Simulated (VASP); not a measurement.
Input of a VASP 6.6.1 run:

Contents of INCAR:

```
SYSTEM = Si
PREC = Accurate
ENCUT = 300
EDIFF = 1E-7
ISMEAR = 1
SIGMA = 0.1
LREAL = .FALSE.
LASPH = .TRUE.
NELM = 80
ALGO = Normal
ISIF = 2
LWAVE = .FALSE.
LCHARG = .FALSE.
GGA = PE
IBRION = 2
NSW = 40
EDIFFG = -0.01
```

KPOINTS

```
Automatic mesh
0
G
  8 8 8
  0 0 0
```

File POSCAR:

```
Si                                      
1.0
    0.0000000000      1.9495156890      1.9495156890
    1.9495156890      0.0000000000      1.9495156890
    1.9495156890      1.9495156890      0.0000000000
  Si            
     1
Direct
     0.0000000000000000    0.0000000000000000    0.0000000000000000
```

Potentials or basis: VASP PAW PBE potentials, release 64 (Si).

The run is started by

```bash
$ cat potpaw_PBE.64/Si/POTCAR > POTCAR
$ mpirun -np 1 vasp_std > vasp.out
```

(1) What does it give for the band gap on the k mesh?

Results:

(1) none (metal or under the smearing width).

Caveat: the relaxation stopped at its first step, so nothing moved.
